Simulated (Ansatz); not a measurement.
# CoPdO2 (R-3m) in Ansatz: notebook

One crystal, CoPdO2, is run at these levels: PBEsol; tasks: single point.

Everything below comes from runs of Ansatz 0.2.0. Logs are shortened: lines on timing, memory, paths and dates and some standing lists are left out, and cuts for length are marked.

## Step 1: The structure

The structure is trigonal, space group R-3m (No. 166). The conventional cell has a = 2.863 Å, b = 2.863 Å, c = 17.873 Å, α = 90.00°, β = 90.00°, γ = 120.00°. Pd (site symmetry -3m) has 2 O at 2.01 Å as nearest neighbours. Around Co (site symmetry -3m) lie 6 O at 1.92 Å. Around O (site symmetry 3m) lie 3 Co at 1.92 Å and 1 Pd at 2.01 Å.

The cell is a database's computed one.

## Step 2: Single point, PBEsol

Contents of input.yaml:

```yaml
crystal:
  lattice:
    - [1.4316899074, 0.8265865534, 5.9577715763]
    - [-1.4316899074, 0.8265865534, 5.9577715763]
    - [0.0, -1.6531731068, 5.9577715763]
  atoms:
    - { symbol: Pd, position: [0.0, 0.0, 0.0] }
    - { symbol: Co, position: [0.5, 0.5, 0.5] }
    - { symbol: O, position: [0.112476, 0.112476, 0.112476] }
    - { symbol: O, position: [0.887524, 0.887524, 0.887524] }
hamiltonian:
  xc: pbesol
  pseudopotentials: { kind: paw }
kpoints:
  mp_grid: { grid: [11, 11, 11] }
scf:
  occupations: { method: fermi_dirac, width: 0.05 }
output:
  forces: true
  stress: true
  eigenvalues: true
```

Potentials or basis: Ansatz PAW.

Run with:

```sh
$ ansatz run input.yaml --threads 2 --pin off --max-ram 5632MiB --backend cpu --events-out ev --progress --plain --runs-dir out
```

The log of the run:

```text
Warning: RAYON_NUM_THREADS=2 ignored (pool sized by the plan → 2); use --threads N
basis.fft_grid_basis auto: the FFT boxes are laid along the combinations [[1, 0, -1], [0, 1, -1], [0, 0, 1]] of the cell's own vectors, 2.863, 2.863 and 6.183 Å long. The dense box has 20×20×45 points. Along the cell's own vectors, as sized, it would have 45×45×45, 5.06 times as many. Of the 12 symmetry operations that the crystal satisfies within crystal.symmetry.tolerance (time reversal apart; of a slab, those that keep its plane) the dense box along the cell's own vectors carries 12, and the one as laid loses 8 of those. basis.fft_grid_basis: typed keeps the cell's own vectors: state it where this run's energies or levels are differenced outside the engine with another run's, or held beside a run that keeps those vectors.
Engine: ansatz 0.2.0, x86_64-unknown-linux-gnu
Pseudopotentials: kind: paw
Pseudopotential: Pd, paw, valence charge 18, recommended cutoff 420 eV (normal), Pd.paw.azcp
Pseudopotential: Co, paw, valence charge 17, recommended cutoff 420 eV (normal), Co.paw.azcp
Pseudopotential: O, paw, valence charge 6, recommended cutoff 420 eV (normal), O.paw.azcp
Functional definition: PBEsol
  exchange = pbesol_x
  correlation = pbesol_c
Crystal: 4 atoms, lattice volume = 42.303 Å³
Basis set: ecut = 420 eV, 829 PW (Γ), FFT grids on a1−a3, a2−a3, a3, exchange–correlation on 40×40×90 points (8 copies of the dense FFT grid, shifted against one another)
Bands: 29, of which v1, the nominal top of the filled ones, is band 24 counted from 1 (23 counted from 0)
Symmetry: 12 space group operations
Space group: R-3m (ITA 166), of the structure as read, at distance tolerance 3.5e-5 Å
k-points: 146 of 1331
Non-local potential: Pd, projectors of the file, l = 0: 2, l = 1: 2, l = 2: 2, l = 3: 1
Non-local potential: Co, projectors of the file, l = 0: 3, l = 1: 2, l = 2: 3, l = 3: 1
Non-local potential: O, projectors of the file, l = 0: 2, l = 1: 2, l = 2: 1
PAW form: soft (Blöchl's): semilocal exchange-correlation on the pseudo side does not see the compensation charge
PAW frozen core: Pd, regenerated for the run's functional, and the local potential with it (the file was generated under x = pbe(κ = 0.804, μ = 0.2195149727645171), c = pbe(β = 0.06672455060314922))
PAW frozen core: Co, regenerated for the run's functional, and the local potential with it (the file was generated under x = pbe(κ = 0.804, μ = 0.2195149727645171), c = pbe(β = 0.06672455060314922))
PAW frozen core: O, regenerated for the run's functional, and the local potential with it (the file was generated under x = pbe(κ = 0.804, μ = 0.2195149727645171), c = pbe(β = 0.06672455060314922))
PAW one-centre angular grid: Pd, 590 points (default); XC on 64 Gauss nodes
PAW one-centre angular grid: Co, 590 points (default); XC on 64 Gauss nodes
PAW one-centre angular grid: O, 110 points (default); XC on 64 Gauss nodes
Initial density: superposition of atomic densities (neutral atoms: chi_scale 0, normalization atom), corrected by the library's trained network
Initial wavefunctions: pseudopotential atomic-orbital guess
Functional: x = pbesol(κ = 0.804, μ = 0.12345679012345678), c = pbesol(β = 0.046)
SCF iter   1: F=—  HF=-13119.829716 eV  |F-HF|=—  |Δ(HF+E_count)|=         —  Δρ=1.96e-2  dr2=1.38e-1  ethr=1.77e-3  ⟨swp⟩=6.2  Hψ=17021  notcnv=0
preconditioner: auto → none  [insulator: Δε(μ)=0.329 eV  Ē_g=10.299 eV  σ=0.050 eV  W_gap=0.92  n_scr=16 (ndim 8)  ℏωp=31.8 eV  f_vac=0.009  D(μ)=0.20/eV (n_scr^D=0)  ε∞_Penn≈10.5]
SCF iter   2: F=—  HF=-13119.799385 eV  |F-HF|=—  |Δ(HF+E_count)|=   3.03e-2  Δρ=6.43e-3  dr2=1.79e-2  ethr=2.94e-4  ⟨swp⟩=2.2  Hψ=7707  notcnv=0  defer=45
SCF iter   3: F=—  HF=-13119.797786 eV  |F-HF|=—  |Δ(HF+E_count)|=   1.60e-3  Δρ=2.49e-3  dr2=3.31e-3  ethr=3.81e-5  ⟨swp⟩=1.0  Hψ=4189  notcnv=0  defer=45
SCF iter   4: F=—  HF=-13119.797551 eV  |F-HF|=—  |Δ(HF+E_count)|=   2.35e-4  Δρ=3.91e-4  dr2=6.42e-5  ethr=7.03e-6  ⟨swp⟩=1.0  Hψ=4189  notcnv=0  defer=45
SCF iter   5: F=—  HF=-13119.797521 eV  |F-HF|=—  |Δ(HF+E_count)|=   2.91e-5  Δρ=1.79e-4  dr2=1.18e-5  ethr=1.37e-7  ⟨swp⟩=2.1  Hψ=6358  notcnv=0  defer=45
SCF iter   6: F=—  HF=-13119.797521 eV  |F-HF|=—  |Δ(HF+E_count)|=   3.85e-7  Δρ=2.65e-5  dr2=1.21e-7  ethr=2.51e-8  ⟨swp⟩=2.5  Hψ=6245  notcnv=0  defer=45
SCF iter   7: F=-13119.797521 eV  HF=-13119.797521 eV  |F-HF|=1.47e-9  |Δ(HF+E_count)|=   3.22e-9  Δρ=3.96e-6  dr2=3.38e-9  ethr=2.13e-10  ⟨swp⟩=5.5  Hψ=14988  notcnv=0
SCF 1 converged in 7 iterations: F = -13119.797521 eV  dr2 = 3.38e-9
SCF converged after 7 iterations
Free energy (F): -13119.797521 eV
Harris-Foulkes:  -13119.797521 eV  (|F-HF|=1.47e-9)
Internal energy: -13119.794792 eV  (E = F + TS)
E sigma→0 (E₀):  -13119.796156 eV
Entropy (-TS):   -0.002729 eV (-0.682 meV/atom)
Fermi energy:    13.987019 eV
--- Per-component energies (eV) ---
  E_band       = -519.848294
  E_kinetic    = 1308.730227
  E_local      = -6089.432102  (includes V_loc(G=0)·N_el)
  E_nonlocal   = 772.366284
  E_hartree    = 2483.792672
  E_xc         = -467.830086
  E_vxc        = -598.402034  (∫ρ·V_xc dr)
  E_paw        = -5468.357290  (= ΣΔE_a)
  E_vpaw       = -880.702438  (= ΣTr[D̂ρ^β])
  E_aug_tail   = 0.004938  (compensation charges beyond the density's cutoff)
  E_ewald      = -5659.630956
  E_core_change = 0.561519  (= ΣΔE_core)
  E_smearing   = -0.002729  (= −TS)
  E_closure    = -0.000000  (closes the sum)
  Σ components = -13119.797521   (vs F -13119.797521, Δ=0.00e0)
--- Forces (eV/Å), atoms counted from 1 ---
  atom   1  Pd    -0.00000000     0.00000000     0.00000000
  atom   2  Co    -0.00000000    -0.00000000     0.00000000
  atom   3  O      0.00000000     0.00000000     0.23798477
  atom   4  O      0.00000000    -0.00000000    -0.23798477
  max |Σ_I F_I| component: 9.25e-18 eV/Å
--- Stress (GPa, compression-positive) ---
       -9.933352       0.000000       0.000000
        0.000000      -9.933352      -0.000000
        0.000000      -0.000000     -11.936923
  P = ⅓ Tr σ = -10.6012 GPa (-106.012 kbar)
--- Band table (eV; the first three rows and the last of 146) ---
  k-point 0: bands = ["-81.0254", "-70.2257", "-44.4481", "-44.4481", "-44.3877", "-36.3551", "-35.6701", "-35.6701", "-6.6808", "-4.8026", "5.6350", "8.0813", "8.0813", "9.1397", "10.2227", "11.3135", "11.3135", "11.6483", "11.6483", "12.4791", "12.4791", "12.7046", "12.7046", "13.1877", "16.1160", "16.1160", "16.8838", "20.3101", "23.1367"]
  k-point 1: bands = ["-81.0249", "-70.2241", "-44.4534", "-44.4493", "-44.3869", "-36.3531", "-35.6862", "-35.6741", "-6.5871", "-4.7967", "5.7393", "7.8538", "8.1291", "9.2903", "10.4242", "10.8442", "11.0292", "11.5813", "11.8057", "12.3691", "12.4849", "12.7929", "12.9207", "13.2193", "15.9101", "16.0435", "17.0290", "20.7203", "23.3568"]
  k-point 2: bands = ["-81.0236", "-70.2197", "-44.4676", "-44.4527", "-44.3847", "-36.3479", "-35.7292", "-35.6848", "-6.3241", "-4.7847", "6.0228", "7.4351", "8.2587", "9.2900", "10.2100", "10.5270", "10.7357", "11.4937", "12.0659", "12.2049", "12.4732", "12.9124", "13.2912", "13.3245", "15.5076", "15.8733", "17.3174", "21.7018", "23.9555"]
  k-point 145: bands = ["-81.0249", "-70.2241", "-44.4534", "-44.4493", "-44.3869", "-36.3531", "-35.6862", "-35.6741", "-6.4312", "-5.0424", "6.9170", "7.6399", "8.2338", "8.8347", "9.5103", "10.2397", "10.5403", "11.5696", "11.7992", "12.5697", "12.6359", "13.2371", "13.4253", "13.7201", "15.5880", "15.7671", "18.1507", "19.6026", "23.5319"]
```

It took 3.8 s on 2 threads of Intel Xeon Platinum 8375C at 2.90GHz (Ice Lake), shared host; peak memory 0.49 GiB.

What came out:

- Free energy: -13119.7975 eV
- Pressure: -10.6 GPa
- Largest force: 0.238 eV/Å
- Band gap on the k mesh: none (metal or under the smearing width)

Forces on the atoms (eV/Å):
```
Pd   0.000  0.000  0.000
Co   0.000  0.000  0.000
O    0.000  0.000  0.238
O    0.000  0.000 -0.238
```

Levels at points of the mesh, in eV from the Fermi level:
```
           k point  band 21  band 22  band 23  band 24  band 25  band 26  band 27  band 28
(0.00, 0.00, 0.00)    -1.51    -1.28    -1.28    -0.80     2.13     2.13     2.90     6.32
```

Caveat: the pressure holds a Pulay correction of +0.7 GPa for the finite cutoff; an odd number of electrons without spin polarisation forces a metal; a magnetic or distorted state may lie lower; the run has no spin polarisation, though such a crystal can be magnetic; semilocal functionals often make such compounds metallic where correlation or magnetic order opens a gap, which also shifts bond lengths; the PAW data sets come from PBE, with cores solved anew for the run's functional, which leaves a small shift of forces and pressure. Spin polarisation is off, so any magnetic state and its effect on volume and gap are missing.

## Step 3: Single point, PBEsol, collinear spin, ferromagnetic start

input.yaml, as its differences from that of step 2:

```diff
@@ -7,3 +7,3 @@
     - { symbol: Pd, position: [0.0, 0.0, 0.0] }
-    - { symbol: Co, position: [0.5, 0.5, 0.5] }
+    - { symbol: Co, position: [0.5, 0.5, 0.5], spin: 2.0 }
     - { symbol: O, position: [0.112476, 0.112476, 0.112476] }
@@ -13,2 +13,4 @@
   pseudopotentials: { kind: paw }
+magnetization:
+  spin_polarized: true
 kpoints:
@@ -21 +23,5 @@
   eigenvalues: true
+  write_density: true
+  write_potential: true
+  elf: true
+  volumetric_format: npy
```

Potentials or basis: Ansatz PAW.

Run with:

```sh
$ ansatz run input.yaml --threads 2 --pin off --max-ram 5632MiB --backend cpu --events-out ev --progress --plain --runs-dir out
```

The log of the run:

```text
Warning: RAYON_NUM_THREADS=2 ignored (pool sized by the plan → 2); use --threads N
basis.fft_grid_basis auto: the FFT boxes are laid along the combinations [[1, -1, 0], [0, 1, 0], [0, -1, 1]] of the cell's own vectors, 2.863, 6.183 and 2.863 Å long. The dense box has 20×45×20 points. Along the cell's own vectors, as sized, it would have 45×45×45, 5.06 times as many. Of the 12 symmetry operations that the crystal satisfies within crystal.symmetry.tolerance (time reversal apart; of a slab, those that keep its plane) the dense box along the cell's own vectors carries 12, and the one as laid loses 8 of those. basis.fft_grid_basis: typed keeps the cell's own vectors: state it where this run's energies or levels are differenced outside the engine with another run's, or held beside a run that keeps those vectors. Those combinations have planes normal to reciprocal vector 3, as the cell's own vectors have. Each planar average written beside output.write_density, output.write_potential has a row for each plane of the box: 20. The volumetric files lie along those combinations, not along the cell's own vectors: a cube or XSF file states them, and fields.json those of NumPy files.
[... 8 set-up lines as earlier in the session ...]
Crystal: 4 atoms, lattice volume = 42.303 Å³
Basis set: ecut = 420 eV, 829 PW (Γ), FFT grids on a1−a2, a2, −a2+a3, exchange–correlation on 40×90×40 points (8 copies of the dense FFT grid, shifted against one another)
Bands: 30, of which v1, the nominal top of the filled ones, is band 24 counted from 1 (23 counted from 0)
[... 2 set-up lines as earlier in the session ...]
Magnetic group: BNS 166.97 (UNI 1327), of the structure as read, at distance tolerance 3.5e-5 Å
k-points: 146 of 1331
[... 10 set-up lines as earlier in the session ...]
Initial density: superposition of atomic densities (chi_scale 0.1, normalization cell, long waves kept (reshape's long-wave potential 0.33 eV rms))
Starting moments: Σ|m| = 2 μB on 1 of 4 sites
[... 2 set-up lines as earlier in the session ...]
SCF iter   1: F=—  HF=-13118.566547 eV  |F-HF|=—  |Δ(HF+E_count)|=         —  Δρ=1.90e-1 (↑8.54e-2 ↓1.90e-1)  dr2=1.63e1  dr2_m=4.98e0  M=0.231 μB ∫|m|=0.453 μB  β_m=0.30  ethr=3.10e-3  ⟨swp⟩=5.4  Hψ=32402  notcnv=0
Mixer restart at iter 1: flushing history
[... 17 lines left out ...]
SCF iter  16: F=-13119.797521 eV  HF=-13119.797521 eV  |F-HF|=2.07e-10  |Δ(HF+E_count)|=  6.37e-10  Δρ=5.67e-7 (↑5.67e-7 ↓5.67e-7)  dr2=2.89e-10  dr2_m=6.43e-12  M=0.000 μB ∫|m|=0.000 μB  ethr=9.99e-12  ⟨swp⟩=10.0  Hψ=49757  notcnv=0
SCF 1 converged in 16 iterations: F = -13119.797521 eV  dr2 = 2.89e-10
WARN: the starting moments were not kept: the SCF closed with an absolute magnetisation of 3.0e-6 μB, where they sum to 2 μB in size (1 site). That is at most 0.1 of that sum. Measured as dr2_m measures the in/out step, that magnetisation stands 3.2e-12 eV from none, at or under the dr2_threshold of 1.0e-7 eV: it is no larger than a step whose dr2_m would equal this threshold. The system may hold no moment; this SCF shows only that its start led to no more than that. To try another start: raise the starting moments (crystal.atoms[].spin, magnetization.per_species, magnetization.initial_magnetization, or on a non-collinear deck that types none of these the spinor_matrix: blocks that start its atoms; where the total moment is fixed, keep their sum and leave initial_magnetization as it is; typed ones take the place of any that the run laid by itself, positive ones on a crystal's lanthanoids without a Hubbard term where scf.initial_density.shell_occupations: [] is typed) or, if the notice of its spin-set hold's release reads "site moments contracting" or "site moments show no strong build", lengthen the hold (scf.mixing.spin_hold: { on: { confirm: 4 } }; for m-r²SCAN on two components see the key's manual first). Each may lead to a state that holds a moment. A second SCF, from the converged charge density, with the starting moments and any scf.initial_density.shell_occupations laid on it anew, would have followed, and was not run: the deck does not ask for one (magnetization.retry_lost_moments is false, the default). To let it run, set magnetization.retry_lost_moments: true and run the deck again, where that key's refused combinations let it; where memory then withholds it, that run's warning says so.
SCF converged after 16 iterations
Magnetization: 0.0000 μB (23.5000 up, 23.5000 down)
Absolute magnetization: 0.0000 μB (∫|ρ↑−ρ↓|, with the PAW one-centre terms)
Spin contamination: 0.0000 ħ² per cell (⟨S²⟩ above its minimum at these occupations)
Per-site moments (μB) at R_I (Å): [(-8.938090342375778e-8, 0.8292565658221992), (4.444084340468523e-7, 0.7903550643110046), (-4.164755384681549e-7, 0.7903550643110046), (-4.1647553836486267e-7, 0.7903550643110047)]
Free energy (F): -13119.797521 eV
Harris-Foulkes:  -13119.797521 eV  (|F-HF|=2.07e-10)
Internal energy: -13119.794792 eV  (E = F + TS)
E sigma→0 (E₀):  -13119.796156 eV
Entropy (-TS):   -0.002729 eV (-0.682 meV/atom)
Fermi energy:    13.987012 eV
--- Per-component energies (eV) ---
  E_band       = -519.848311
  E_kinetic    = 1308.730030
  E_local      = -6089.433073  (includes V_loc(G=0)·N_el)
  E_nonlocal   = 772.366589
  E_hartree    = 2483.793697
  E_xc         = -467.830038
  E_vxc        = -598.401974  (∫ρ·V_xc dr)
  E_paw        = -5468.357499  (= ΣΔE_a)
  E_vpaw       = -880.702135  (= ΣTr[D̂ρ^β])
  E_aug_tail   = 0.004938  (compensation charges beyond the density's cutoff)
  E_ewald      = -5659.630956
  E_core_change = 0.561519  (= ΣΔE_core)
  E_smearing   = -0.002729  (= −TS)
  E_closure    = -0.000000  (closes the sum)
  Σ components = -13119.797521   (vs F -13119.797521, Δ=0.00e0)
--- Forces (eV/Å), atoms counted from 1 ---
  atom   1  Pd     0.00000000    -0.00000000     0.00000000
  atom   2  Co     0.00000000     0.00000000     0.00000000
  atom   3  O     -0.00000000     0.00000000     0.23798243
  atom   4  O      0.00000000    -0.00000000    -0.23798243
  max |Σ_I F_I| component: 5.55e-17 eV/Å
--- Stress (GPa, compression-positive) ---
       -9.933214       0.000000       0.000000
        0.000000      -9.933214      -0.000000
        0.000000      -0.000000     -11.936478
  P = ⅓ Tr σ = -10.6010 GPa (-106.010 kbar)
--- Band table (eV; the first three rows and the last of 292) ---
  k-point 0 ↑: bands = ["-81.0254", "-70.2257", "-44.4481", "-44.4481", "-44.3877", "-36.3551", "-35.6701", "-35.6701", "-6.6808", "-4.8026", "5.6350", "8.0813", "8.0813", "9.1397", "10.2227", "11.3136", "11.3136", "11.6483", "11.6483", "12.4791", "12.4791", "12.7046", "12.7046", "13.1877", "16.1160", "16.1160", "16.8838", "20.3101", "23.1367", "26.0642"]
  k-point 1 ↑: bands = ["-81.0249", "-70.2241", "-44.4534", "-44.4493", "-44.3869", "-36.3531", "-35.6862", "-35.6741", "-6.5871", "-4.7967", "5.7393", "7.8538", "8.1292", "9.2903", "10.4242", "10.8443", "11.0292", "11.5813", "11.8057", "12.3691", "12.4849", "12.7929", "12.9207", "13.2193", "15.9101", "16.0435", "17.0290", "20.7203", "23.3568", "26.4238"]
  k-point 2 ↑: bands = ["-81.0236", "-70.2197", "-44.4676", "-44.4527", "-44.3847", "-36.3479", "-35.7292", "-35.6848", "-6.3240", "-4.7846", "6.0228", "7.4351", "8.2587", "9.2900", "10.2100", "10.5270", "10.7357", "11.4937", "12.0659", "12.2049", "12.4732", "12.9124", "13.2912", "13.3245", "15.5076", "15.8733", "17.3174", "21.7018", "23.9555", "27.3468"]
  k-point 145 ↓: bands = ["-81.0249", "-70.2241", "-44.4534", "-44.4493", "-44.3869", "-36.3531", "-35.6862", "-35.6741", "-6.4311", "-5.0424", "6.9170", "7.6399", "8.2338", "8.8347", "9.5103", "10.2397", "10.5403", "11.5696", "11.7991", "12.5697", "12.6359", "13.2371", "13.4253", "13.7201", "15.5880", "15.7672", "18.1507", "19.6026", "23.5319", "26.2056"]
```

It took 18 s on 2 threads of Intel Xeon Platinum 8375C at 2.90GHz (Ice Lake), shared host; peak memory 0.61 GiB.

What came out:

```
Free energy            : -13119.7975 eV
Pressure               : -10.6 GPa
Largest force          : 0.238 eV/Å
Band gap on the k mesh : none (metal or under the smearing width)
Net moment             : 0.00 μB per cell
Absolute moment        : 0.00 μB per cell
```

Forces in eV/Å, atoms in the order of the input:
```
Pd   0.000  0.000  0.000
Co   0.000  0.000  0.000
O    0.000  0.000  0.238
O    0.000  0.000 -0.238
```

Caveat: the starting moments collapsed, and a magnetic state may lie lower; the pressure holds a Pulay correction of +0.7 GPa for the finite cutoff; semilocal functionals often make such compounds metallic where correlation or magnetic order opens a gap, which also shifts bond lengths; the PAW data sets come from PBE, with cores solved anew for the run's functional, which leaves a small shift of forces and pressure; the starting moments weren't kept. With open d or f shells a metallic result of PBEsol can be an artefact of self-interaction; +U or a hybrid may open a gap.

(Continued in part 2 of 2.)
